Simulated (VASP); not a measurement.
Runs of VASP 6.6.1 on CaO (Lime). The structure is cubic, space group Fm-3m (No. 225). The conventional cell has a = 4.775 Å, b = 4.775 Å, c = 4.775 Å, α = 90.00°, β = 90.00°, γ = 90.00°. Ca (site symmetry m-3m) has 6 O at 2.39 Å as nearest neighbours. Around O (site symmetry m-3m) lie 6 Ca at 2.39 Å. 

```tsv
task	cell	gap on the mesh (eV)	pressure (GPa)
relaxation of the atoms	atoms relaxed from: a relaxed cell with its volume scaled by 1.06	(a)	-5.9
relaxation of cell and atoms	relaxed	3.53	0.0
relaxation of the atoms	atoms relaxed from: a relaxed cell with its volume scaled by 1.02	3.54	-2.2
relaxation of the atoms	atoms relaxed from: a relaxed cell with its volume scaled by 1.04	3.54	-4.1
```

Alike in all rows: level PBEsol; potentials or basis VASP PAW PBE potentials, release 64 (Ca_sv, O); no spin polarisation; k mesh 10 × 10 × 10; cutoff (eV) 600; smearing gaussian 0.03 eV.

Question: Estimate the missing entries.

Answer: (a) 3.55.

Caveats: the relaxation stopped at its first step, so nothing moved; the PAW data sets were made with another functional, which shifts forces and pressure a little.

A k mesh can miss the band edges.

Runs at the PBE level aren't shown here.
